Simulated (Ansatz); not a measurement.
Runs of Ansatz 0.2.0 on MnS. It takes space group Fm-3m (No. 225, cubic). Conventional cell: a = 5.209 Å, b = 5.209 Å, c = 5.209 Å, α = 90.00°, β = 90.00°, γ = 90.00°. Mn (site symmetry m-3m) is surrounded by 6 S at 2.60 Å. Around S (site symmetry m-3m) lie 6 Mn at 2.60 Å. 

```csv
task,level,cell,points for each segment of the path,gap on the mesh (eV),pressure (GPa),moment (μB),relaxed volume (Å³/atom)
band structure,B3LYP,as given,4,1.33,5.5,5.00,-
relaxation of cell and atoms,PBE0,relaxed,-,(b),0.0,5.00,18.04
relaxation of cell and atoms,PBEsol0,relaxed,-,1.73,0.0,5.00,(c)
band structure,PBEsol0,as given,4,(a),-0.8,5.00,-
```

Alike in all rows: potentials or basis Ansatz PAW; spin collinear, ferromagnetic start; k mesh 5 × 5 × 5; cutoff (eV) 420; smearing fermi-dirac 0.05 eV.

Fill in the values left out.

(a) 1.80; (b) 2.04; (c) 17.50.

Caveats: the magnetic or orbital state may not be the lowest; a cell with one magnetic atom can't hold antiferromagnetic order, which such compounds often take; the PAW data sets come from PBE, with cores solved anew for the run's functional, which leaves a small shift of forces and pressure; the k mesh misses the band edges, so the gap on the mesh is wider than the one along the path (some runs); the thresholds are loose for stress (some runs); odd divisions of the mesh miss points on the zone boundary, where band edges often lie, so the gap on the mesh can be too wide (some runs); the plane-wave basis is chosen anew once the cell has moved, so the energies of steps on either side of that aren't comparable (some runs).
